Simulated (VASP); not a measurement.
Here is a VASP 6.6.1 calculation.

POSCAR

```
Be
1.0
    2.2336164635      0.0000000000      0.0000000000
   -1.1168082318      1.9343685997      0.0000000000
    0.0000000000      0.0000000000      5.4728929166
Be
3
Direct
    0.0000000000      0.0000000000      0.0000000000
    0.3333333333      0.6666666667      0.3333333333
    0.6666666667      0.3333333333      0.6666666667
```

INCAR.step1

```
SYSTEM = Be
PREC = Accurate
ENCUT = 520
ISMEAR = 0
SIGMA = 0.1
LREAL = .False.
LASPH = .True.
NELM = 100
NBANDS = 10
GGA = PE
ALGO = Normal
EDIFF = 1E-4
LWAVE = .True.
LCHARG = .False.
```

INCAR.step2

```
SYSTEM = Be
PREC = Accurate
ENCUT = 520
EDIFF = 1E-6
ISMEAR = 0
SIGMA = 0.1
LREAL = .False.
LASPH = .True.
NELM = 100
ALGO = Normal
ISIF = 2
LWAVE = .False.
LCHARG = .False.
METAGGA = R2SCAN
LMIXTAU = .True.
NBANDS = 10
ISTART = 1
```

The input KPOINTS:

```
Automatic mesh
0
Gamma
  21 21 8
  0 0 0
```

Potentials or basis: VASP PAW PBE potentials, release 64 (Be).

The run is started by

```bash
$ cat potpaw_PBE.64/Be/POTCAR > POTCAR
$ cp INCAR.step1 INCAR
$ mpirun -np 1 vasp_std > vasp.out
$ cp INCAR.step2 INCAR
$ mpirun -np 1 vasp_std > vasp.out
```

(1) Predict the band gap on the k mesh.

(2) Estimate the pressure.

Results:

(1) none (metal or under the smearing width).

(2) 0.2 GPa.

Caveat: the PAW data sets were made with another functional, which shifts forces and pressure a little.
